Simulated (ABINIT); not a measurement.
The system is ZrB2.

```xyz
3
Lattice="3.1700 0.0000 0.0000 -1.5850 2.7453 0.0000 0.0000 0.0000 3.5330" Properties=species:S:1:pos:R:3 pbc="T T T"
Zr    0.0000    0.0000    0.0000
B     1.5850    0.9151    1.7665
B     0.0000    1.8302    1.7665
```

Base run:

- Program: ABINIT 10.8.3 (patched build)
- Functional: LDA
- Potentials or basis: PseudoDojo NC SR LDA v0.4 stringent
- Cutoff: 925 eV
- k mesh: 8 × 8 × 6
- Occupations: fermi-dirac, width 0.05 eV
- Spin: no spin polarisation

Its results: band gap on the k mesh none (metal or under the smearing width); pressure -8.9 GPa.

Problem. The run is repeated on the same cell with these changes: functional from LDA to PBEsol; potentials or basis from PseudoDojo NC SR LDA v0.4 stringent to PseudoDojo NC SR PBEsol v0.4.1 standard. What comes out?

Solution. Band gap on the k mesh none (metal or under the smearing width); pressure -3.9 GPa.
